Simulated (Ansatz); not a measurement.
## Strontium (hcp) across density functionals

All rows: Ansatz, plane waves with scalar-relativistic PAW, 420 eV (500 eV for the SCAN forms), relaxed under each functional, no dispersion correction, no zero-point motion. B₀ comes from uniform scaling at fixed shape; a dash is a value not given.

| functional | V (Å³/atom) | cell | B₀ (GPa) | magnetic state | ΔE to fcc (meV/atom) |
| --- | --- | --- | --- | --- | --- |
| PBE | 55.30 | a = 4.272 Å, c = 6.999 Å (c/a = 1.639) | 12 | spin not included | 4 |
| r²SCAN | 57.21 | a = 4.313 Å, c = 7.102 Å (c/a = 1.646) | 12 | spin not included | 6 |
| PBEsol | 52.42 | a = 4.196 Å, c = 6.876 Å (c/a = 1.639) | 12 | spin not included | 5 |
| LDA | 49.00 | a = 4.103 Å, c = 6.721 Å (c/a = 1.638) | 13 | spin not included | 6 |
| revPBE | 57.93 | a = 4.338 Å, c = 7.110 Å (c/a = 1.639) | 11 | spin not included | 4 |
| BLYP | 56.75 | a = 4.313 Å, c = 7.046 Å (c/a = 1.634) | 10 | spin not included | 3 |

Q: What does RPBE give?

A: V (Å³/atom): 58.72; cell: a = 4.357 Å, c = 7.142 Å (c/a = 1.639); B₀ (GPa): 11; magnetic state: spin not included; ΔE to fcc (meV/atom): 4.
